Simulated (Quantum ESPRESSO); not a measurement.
Runs of Quantum ESPRESSO 7.5 on InSe. Symmetry: R3m, No. 160, trigonal system. The conventional cell has a = 4.000 Å, b = 4.000 Å, c = 25.320 Å, α = 90.00°, β = 90.00°, γ = 120.00°. In (site symmetry 3m) has 3 Se at 2.63 Å and 1 In at 2.82 Å as nearest neighbours. In (site symmetry 3m) is surrounded by 3 Se at 2.64 Å and 1 In at 2.82 Å. Around Se (site symmetry 3m) lie 3 In at 2.63 Å. Se (site symmetry 3m) is surrounded by 3 In at 2.64 Å. 

| task | level | potentials or basis | cell | k mesh | cutoff (eV) | k mesh for the Wannier functions | form of the LDA correlation | mesh quality | pressure (GPa) | V0 of scaled cells (Å³/atom) | B0 (GPa) |
| --- | --- | --- | --- | --- | --- | --- | --- | --- | --- | --- | --- |
| Wannier functions | PBEsol | PseudoDojo 0.4.1 SR PBEsol standard | as given | 8 × 8 × 8 | 1170 | 3 × 3 × 3 | - | not flagged | (a) | - | - |
| phonons | LDA | GBRV 1.5 LDA | relaxed | 4 × 4 × 4, shifted | 612 | - | PZ81 | coarse | -0.2 | - | - |
| equation of state | LDA | PseudoDojo 0.4.1 SR LDA standard | as given | 4 × 4 × 4 | 1170 | - | PW92 | coarse | - | (b) | 54 |
| equation of state | PBEsol | PseudoDojo 0.4.1 SR PBEsol standard | as given | 4 × 4 × 4 | 1170 | - | - | coarse | - | 29.54 | 50 |

Alike in all rows: no spin polarisation; smearing fermi-dirac 0.05 eV.

Q: Fill in the values left out.

A: (a) 0.3; (b) 28.52.

Caveats: some runs use coarse meshes; the cell was scaled at fixed shape and fractional positions, which overstates the stiffness of a crystal with free parameters, most of all of layers and chains (some runs); the Wannier minimisation didn't converge (some runs); the layers were relaxed without a dispersion term, so their spacing and the soft interlayer modes are unreliable (some runs).

Not every run made on this cell is shown here.
